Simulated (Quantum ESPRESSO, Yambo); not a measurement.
An input for Yambo 5.3.0 (BeTe (F-43m)):

```
optics
bss
bse
em1s
dipoles
rim_cut
RandQpts= 1000000
RandGvec= 1 RL
Chimod= "HARTREE"
BSKmod= "SEX"
BSEmod= "resonant"
BSSmod= "h"
BSENGexx= 20 Ry
BSENGBlk= 4 Ry
% BSEQptR
 1 | 1 |
%
% BSEBands
 23 | 36 |
%
% BEnRange
 0 | 9 | eV
%
% BDmRange
 0.1 | 0.1 | eV
%
BEnSteps= 181
% BLongDir
 1 | 0 | 0 |
%
% BndsRnXs
 21 | 48 |
%
NGsBlkXs= 4 Ry
% LongDrXs
 1 | 1 | 1 |
%
% KfnQP_E
 1.038 | 1.0 | 1.0 |
%
BSHayTrs= -0.02
FFTGvecs= 40 Ry
```

```sh
OMP_NUM_THREADS=2 mpirun -n 2 yambo -F bse6.in -J bse6,bse5_W -C bse6 > bse6.log
```

The stored states that it reads are on a 6×6×6 mesh. It takes space group F-43m (No. 216, cubic). The conventional cell has a = 5.663 Å, b = 5.663 Å, c = 5.663 Å, α = 90.00°, β = 90.00°, γ = 90.00°. Be has 4 Te at 2.45 Å nearest. Nearest to Te lie 4 Be at 2.45 Å. Farther neighbours and most contacts between anions are not listed.

**Question.** Estimate wall time and host memory on 2 MPI ranks of Arm Neoverse V1, shared host.

It took 2.1 min; on shared hardware allow 62 s to 4.2 min. Peak host memory was 1.6 GiB.

The kernel grows as the square of the matrix size, and full diagonalisation as its cube.

[Paths, hosts, dates, memory and timing lines, banners, echoed tables and standing remarks are left out of the program output.]

[Logs are printed without paths, hosts, clocks, repeated set-up lines and the standing remarks that a program may print on its own settings, such as how far it seeks lower states.]

[Runs of the session that timed out or met a known fault of the program may be left out.]

[Hosts, paths, dates, database ids (printed as entryN), source tags and the programs' standing remarks are cut or masked in the printed files.]
